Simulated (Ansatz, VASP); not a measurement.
## Two plane-wave programs on Mg4Se

```xyz
5
Lattice="3.6187 0.0000 0.0000 -1.8094 3.1339 0.0000 0.0000 0.0000 10.7315" Properties=species:S:1:pos:R:3 pbc="T T T"
Mg    0.0000    2.0893    9.0647
Mg    0.0000    2.0893    4.1420
Mg    1.8094    1.0446    1.6668
Mg    1.8094    1.0446    6.5895
Se    0.0000    0.0000    0.0000
```

Change from the starting cell: species swapped into the Co4H type (P-3m1, No. 164).

Alike in both runs: functional PBE; k mesh 12 × 12 × 4; occupations gaussian, width 0.1 eV; no spin polarisation.

Ansatz relaxed the structure, and its values are those at the end. VASP's run is a single point on that final structure, the one shown.

```csv
,VASP,Ansatz
version,VASP 6.6.1,Ansatz 0.2.0
potentials or method,"VASP PAW PBE potentials, release 64 (Mg, Se)","scalar-relativistic, plane waves, PAW"
plane-wave cutoff (eV),520,420
valence electrons in the cell,14,56
```

|  | VASP | Ansatz | Ansatz less VASP |
| --- | --- | --- | --- |
| gap on the k mesh at the Fermi level (eV) | none | none | - |
| pressure (GPa) | -0.1 | 0.0 | +0.09 |

A gap of «none» marks a metal or a gap that the smearing closes. With one functional, cell and mesh, what is left measures potentials, basis and numerics. The two sets of potentials don't hold the same shells in valence.
